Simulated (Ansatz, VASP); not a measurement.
# One calculation of CaF2, two programs

The input POSCAR:

```
CaF2
1.0
    0.0000000000      2.7195929739      2.7195929739
    2.7195929739      0.0000000000      2.7195929739
    2.7195929739      2.7195929739      0.0000000000
Ca F
1 2
Direct
    0.0000000000      0.0000000000      0.0000000000
    0.2500000000      0.2500000000      0.2500000000
    0.7500000000      0.7500000000      0.7500000000
```

The input INCAR.step1:

```
SYSTEM = CaF2
PREC = Accurate
ENCUT = 520
EDIFF = 1E-5
ISMEAR = 0
SIGMA = 0.01
LREAL = .False.
LASPH = .True.
NELM = 100
ALGO = Normal
ISIF = 2
LWAVE = .True.
LCHARG = .False.
GGA = PE
NBANDS = 19
```

INCAR.step2

```
SYSTEM = CaF2
PREC = Accurate
ENCUT = 520
EDIFF = 1E-6
ISMEAR = 0
SIGMA = 0.01
LREAL = .False.
LASPH = .True.
NELM = 100
ALGO = Normal
ISIF = 2
LWAVE = .False.
LCHARG = .False.
GGA = PE
LHFCALC = .True.
HFSCREEN = 0.2079
PRECFOCK = Normal
ISTART = 1
NBANDS = 19
```

File KPOINTS:

```
regular mesh
0
Gamma
  6 6 6
  0 0 0
```

Input for Ansatz:

```yaml
crystal:
  lattice:
    - [0.0, 2.7195929739, 2.7195929739]
    - [2.7195929739, 0.0, 2.7195929739]
    - [2.7195929739, 2.7195929739, 0.0]
  atoms:
    - { symbol: Ca, position: [0.0, 0.0, 0.0] }
    - { symbol: F, position: [0.25, 0.25, 0.25] }
    - { symbol: F, position: [0.75, 0.75, 0.75] }
kpoints:
  mp_grid: { grid: [6, 6, 6] }
  band_path:
    path:
      - [0.0, 0.0, 0.0]
      - [0.5, 0.0, 0.5]
      - [0.625, 0.25, 0.625]
      - [0.375, 0.375, 0.75]
      - [0.5, 0.5, 0.5]
      - [0.5, 0.25, 0.75]
    npoints: 1
hamiltonian:
  xc: hse06
scf:
  occupations: { method: fixed }
  n_extra_bands: 4
output:
  forces: true
  stress: true
  eigenvalues: true
```

The cell was built by a generator and needn't be a form met in nature.

Alike in both runs: task single point; functional HSE06; k mesh 6 × 6 × 6; no spin polarisation.

|  | VASP | Ansatz |
| --- | --- | --- |
| version | VASP 6.6.1 | Ansatz 0.2.0 |
| potentials or method | VASP PAW PBE potentials, release 64 (Ca_sv, F) | plane waves, PAW |
| plane-wave cutoff (eV) | 520 | 420 |
| occupations | gaussian, width 0.01 eV | fixed |
| valence electrons in the cell | 24 | 24 |

Ansatz gave:

```
gap on the k mesh at the Fermi level (eV) : 9.45
pressure (GPa)                            : 1.4
```

Task: Estimate VASP's values.

Result: gap on the k mesh at the Fermi level (eV): 9.42; pressure (GPa): 1.8.

Ansatz warned: «stress_exchange_threshold_loose».

Caveats: the PAW data sets were made with another functional, which shifts forces and pressure a little (VASP). A k mesh can miss the band edges.
